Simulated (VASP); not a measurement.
# Lu (P6_3/mmc) in VASP: a series of runs

The runs below take Lu through relaxation of shape and atoms at fixed volume, with PBE+D3(BJ).

All numbers are computed with VASP 6.6.1; they aren't measurements. Logs are shortened: lines on timing, memory, paths and dates and some standing lists are left out, and cuts for length are marked.

## 1. The undisturbed crystal

The structure is hexagonal, space group P6_3/mmc (No. 194). Conventional cell: a = 3.503 Å, b = 3.503 Å, c = 5.551 Å, α = 90.00°, β = 90.00°, γ = 120.00°. Around Lu (site symmetry -6m2) lie 12 Lu at 3.43 to 3.50 Å.

## 2. Relaxation of shape and atoms at fixed volume, PBE+D3(BJ) (a relaxed cell with its volume scaled by 0.94)

Contents of INCAR:

```
SYSTEM = Lu
PREC     = Accurate       ! precision mode
ENCUT    = 600            ! plane-wave cutoff, eV
EDIFF    = 1E-7           ! SCF threshold, eV
ISMEAR   = 1              ! smearing method
SIGMA    = 0.1            ! smearing width, eV
LREAL    = .FALSE.        ! projectors in reciprocal space
LASPH    = .TRUE.         ! aspherical terms in the spheres
NELM     = 80             ! most SCF steps
ALGO     = Normal         ! electronic algorithm
ISIF     = 4              ! what is computed and relaxed
LWAVE    = .FALSE.        ! write WAVECAR
LCHARG   = .FALSE.        ! write CHGCAR
GGA      = PE             ! functional
IVDW     = 12             ! dispersion correction
IBRION   = 2              ! ionic algorithm
NSW      = 40             ! ionic steps
EDIFFG   = -0.01          ! ionic threshold
```

Contents of KPOINTS:

```
Automatic mesh
0
G
  12 12 7
  0 0 0
```

Contents of POSCAR:

```
Lu                                      
1.0
    3.3932702445      0.0000000000      0.0000000000
   -1.6966351222      2.9386582337     -0.0000000000
   -0.0000000000      0.0000000000      5.2797565068
  Lu            
     2
Direct
     0.3333333332999970    0.6666666667000030    0.2500000000000000
     0.6666666667000030    0.3333333332999970    0.7500000000000000
```

Potentials or basis: VASP PAW PBE potentials, release 64 (Lu).

Launch:

```
$ cat potpaw_PBE.64/Lu/POTCAR > POTCAR
$ mpirun -np 1 vasp_std > vasp.out
```

OUTCAR:

```text
SYSTEM = Lu
   PREC = Accurate
   ENCUT = 600
   EDIFF = 1E-7
   ISMEAR = 1
   LREAL = .FALSE.
   LASPH = .TRUE.
   NELM = 80
   ISIF = 4
   GGA = PE
   IVDW = 12
   IBRION = 2
   NSW = 40
   EDIFFG = -0.01
 IVDW          = 12

 ion  position               nearest neighbor table
   1  0.333  0.667  0.250-   2 3.29   2 3.29   2 3.29   2 3.29   2 3.29   2 3.29
   2  0.667  0.333  0.750-   1 3.29   1 3.29   1 3.29   1 3.29   1 3.29   1 3.29

  LATTYP: Found a hexagonal cell.
 ALAT       =     3.3932702445
 C/A-ratio  =     1.5559493133

  Lattice vectors:

 A1 = (   3.3932702445,   0.0000000000,   0.0000000000)
 A2 = (  -1.6966351222,   2.9386582337,   0.0000000000)
 A3 = (   0.0000000000,   0.0000000000,   5.2797565068)

Analysis of symmetry for initial positions (statically):
=====================================================================
 Subroutine PRICEL returns:
 Original cell was already a primitive cell.

 Routine SETGRP: Setting up the symmetry group for a
 hexagonal supercell.

 Subroutine GETGRP returns: Found 24 space group operations
 (whereof 12 operations were pure point group operations)
 out of a pool of 24 trial point group operations.

The static configuration has the point symmetry D_3d.
 The point group associated with its full space group is D_6h.

Analysis of symmetry for dynamics (positions and initial velocities):
=====================================================================
 Subroutine PRICEL returns:
 Original cell was already a primitive cell.

 Routine SETGRP: Setting up the symmetry group for a
 hexagonal supercell.

 Subroutine GETGRP returns: Found 24 space group operations
 (whereof 12 operations were pure point group operations)
 out of a pool of 24 trial point group operations.

The dynamic configuration has the point symmetry D_3d.
 The point group associated with its full space group is D_6h.

 Subroutine INISYM returns: Found 24 space group operations
 (whereof 12 operations are pure point group operations),
 and found     1 'primitive' translations

----------------------------------------------------------------------------------------

                                     Primitive cell

  volume of cell :      52.6479

[... 83 lines left out ...]
   LNONCOLLINEAR =      F non collinear calculations
   LSORBIT =      F    spin-orbit coupling
   LASPH  =      T    aspherical Exc in radial PAW
   ENCUT  =  600.0 eV  44.10 Ry    6.64 a.u.   6.78  6.78 10.54*2*pi/ulx,y,z
   NELM   =     80;   NELMIN=  2; NELMDL= -5     # of ELM steps
   EDIFF  = 0.1E-06   stopping-criterion for ELM
   LREAL  =      F    real-space projection
   EDIFFG = -.1E-01   stopping-criterion for IOM
   NSW    =     40    number of steps for IOM
   IBRION =      2    ionic relax: 0-MD 1-quasi-New 2-CG
   NFREE  =      1    steps in history (QN), initial steepest desc. (CG)
   ISIF   =      4    stress and relaxation
   ISYM   =      2    0-nonsym 1-usesym 2-fastsym
   POTIM  = 0.5000    time-step for ionic-motion
   TEBEG  =    0.0;   TEEND  =   0.0 temperature during run
   PSTRESS=    0.0 pullay stress
   NELECT =      50.0000    total number of electrons
   NUPDOWN=      -1.0000    fix difference up-down
   EMIN   =  10.00;   EMAX   =-10.00  energy-range for DOS
   EFERMI =   0.00;   METHOD = LEGACY
   ISMEAR =     1;   SIGMA  =   0.10  broadening in eV -4-tet -1-fermi 0-gaus
   EFERMI_NEDOS =   21; number of points for ismear=-14 and -15
   IALGO  =     38    algorithm
   IMIX   =      4    mixing-type and parameters
     AMIX     =   0.40;   BMIX     =  1.00
     AMIX_MAG =   1.60;   BMIX_MAG =  1.00
  volume/ion in A,a.u.               =      26.32       177.64
  Fermi-wavevector in a.u.,A,eV,Ry     =   1.609179  3.040907 35.231702  2.589457
  Thomas-Fermi vector in A             =   2.704930
   LORBIT       =      0    0 simple, 1 ext, 2 COOP (PROOUT), +10 PAW based schemes
   GGA     = PE    functional components
   LHFCALC =     F    Hartree Fock is set to
   AEXX    =    0.0000 exact exchange contribution
   IVDW    =    12    specifies the selected vdW correction
   LEPSILON=     F    determine dielectric tensor
   LRPA    =     F    only Hartree local field effects (RPA)
 conjugate gradient relaxation of ions
 non-spin polarized calculation
 Methfessel and Paxton  Order N= 1 SIGMA  =   0.10
  energy-cutoff  :      600.00
  volume of cell :       52.65
 maximum number of plane-waves:      1782
 NGX is ok and might be reduce to    28
   NGX = 13   NGY = 13   NGZ = 21

 number of electron      49.9999998 magnetization

 Free energy of the ion-electron system (eV)
  ---------------------------------------------------
  ext. energy  EPLUGINS =         0.00000000
  ---------------------------------------------------
  free energy    TOTEN  =        -8.94329004 eV

  energy without entropy =       -8.94145263  energy(sigma->0) =       -8.94267757

 E-fermi :   2.6325     XC(G=0): -11.1589

 val. band max:        2.6300757767   @ k =   0.3333   0.0833   0.1429
 cond. band min:       2.6327161872   @ k =   0.5000   0.0000   0.4286
 fundamental gap:      0.0026404105
 Fermi energy:         2.6324646757

 k-point     1 :       0.0000    0.0000    0.0000
  band No.  band energies     occupation
      1     -53.3546      2.00000
      2     -53.2967      2.00000
      3     -24.4375      2.00000
      4     -23.8372      2.00000
      5     -23.8372      2.00000
      6     -23.7188      2.00000
[... 781 lines left out ...]
     29       4.9452      0.00000
     30       7.4990      0.00000

 [... further k-points ...]

------------------------ aborting loop because EDIFF is reached ----------------------------------------

 Edisp (eV)   -0.78493

 E8    (eV) :    -0.4118

  FORCE on cell =-STRESS in cart. coord.  units (eV):
  Direction    XX          YY          ZZ          XY          YZ          ZX
  --------------------------------------------------------------------------------------
  -------------------------------------------------------------------------------------
  Total       1.09027     1.09027     1.11981     0.00000     0.00000    -0.00000
  in kB      33.17905    33.17905    34.07795     0.00000     0.00000    -0.00000
  external pressure =       33.48 kB  Pullay stress =        0.00 kB

 VOLUME and BASIS-vectors are now :
 -----------------------------------------------------------------------------
  energy-cutoff  :      600.00
  volume of cell :       52.65
      direct lattice vectors                 reciprocal lattice vectors
     3.393270245  0.000000000  0.000000000     0.294700960  0.170145679  0.000000000
    -1.696635122  2.938658234  0.000000000     0.000000000  0.340291358  0.000000000
     0.000000000  0.000000000  5.279756507     0.000000000  0.000000000  0.189402674

 POSITION                                       TOTAL-FORCE (eV/Angst)
 -----------------------------------------------------------------------------------
     -0.00000      1.95911      1.31994        -0.000000      0.000000      0.000000
      1.69664      0.97955      3.95982         0.000000     -0.000000      0.000000
 -----------------------------------------------------------------------------------
    total drift:                               -0.000000      0.000000     -0.000000

  FREE ENERGIE OF THE ION-ELECTRON SYSTEM (eV)
  ---------------------------------------------------
  free  energy   TOTEN  =        -9.7282194319 eV

  energy  without entropy=       -9.7263820271  energy(sigma->0) =       -9.72760696

 reached required accuracy - stopping structural energy minimisation
```

CONTCAR:

```text
Lu
   1.00000000000000
     3.3932702445000000    0.0000000000000000    0.0000000000000000
    -1.6966351222000000    2.9386582337000000    0.0000000000000000
     0.0000000000000000    0.0000000000000000    5.2797565068000001
  Lu
     2
Direct
     0.3333333332999970    0.6666666667000030    0.2500000000000000
     0.6666666667000030    0.3333333332999970    0.7500000000000000

  0.00000000E+00  0.00000000E+00  0.00000000E+00
  0.00000000E+00  0.00000000E+00  0.00000000E+00
```

Wall time 2 min (1 thread of Intel Xeon Platinum 8488C (Sapphire Rapids), shared host); peak memory 0.28 GiB.

What came out:

```yaml
Free_energy: -9.7282 eV
Pressure_after_relaxing: 3.3 GPa
Band_gap_on_the_k_mesh: none (metal or under the smearing width)
Dispersion_energy_per_atom: -0.392 eV
```

Final structure:
```yaml
crystal:
  lattice:
    - [3.39327, 0.00000, 0.00000]
    - [-1.69664, 2.93866, 0.00000]
    - [0.00000, 0.00000, 5.27976]
  atoms:
    - { symbol: Lu, position: [0.33333, 0.66667, 0.25000] }
    - { symbol: Lu, position: [0.66667, 0.33333, 0.75000] }
```

Caveat: the relaxation stopped at its first step, so nothing moved; pairwise dispersion overbinds metals, which lowers pressure and volume.

## 3. Relaxation of shape and atoms at fixed volume, PBE+D3(BJ) (a relaxed cell with its volume scaled by 0.96)

INCAR is that of step 2.

KPOINTS is that of step 2.

Contents of POSCAR:

```
Lu                                      
1.0
    3.4171673012      0.0000000000      0.0000000000
   -1.7085836506      2.9593536918     -0.0000000000
   -0.0000000000      0.0000000000      5.3169391157
  Lu            
     2
Direct
     0.3333333332999970    0.6666666667000030    0.2500000000000000
     0.6666666667000030    0.3333333332999970    0.7500000000000000
```

Potentials or basis: VASP PAW PBE potentials, release 64 (Lu).

Launch:

```
$ cat potpaw_PBE.64/Lu/POTCAR > POTCAR
$ mpirun -np 1 vasp_std > vasp.out
```

Wall time 2 min (1 thread of Intel Xeon Platinum 8488C (Sapphire Rapids), shared host); peak memory 0.27 GiB.

The run converged. Its results:

```yaml
Free_energy: -9.7479 eV
Pressure_after_relaxing: 2.1 GPa
Band_gap_on_the_k_mesh: none (metal or under the smearing width)
Dispersion_energy_per_atom: -0.384 eV
```

Final structure:
```xyz
2
Lattice="3.4172 0.0000 0.0000 -1.7086 2.9594 0.0000 0.0000 0.0000 5.3169" Properties=species:S:1:pos:R:3 pbc="T T T"
Lu    0.0000    1.9729    1.3292
Lu    1.7086    0.9865    3.9877
```

Levels at points of the mesh, in eV from the Fermi level:
```csv
k point,band 21,band 22,band 23,band 24,band 25,band 26,band 27,band 28,band 29,band 30
"(0.00, 0.00, 0.00)",-4.74,-4.72,-4.72,-2.53,0.96,2.24,2.24,2.75,3.06,3.06
"(0.50, 0.00, 0.00)",-4.74,-4.72,-2.40,-1.54,-0.98,-0.28,1.77,1.87,2.59,6.58
```

Caveat: the relaxation stopped at its first step, so nothing moved; pairwise dispersion overbinds metals, which lowers pressure and volume.
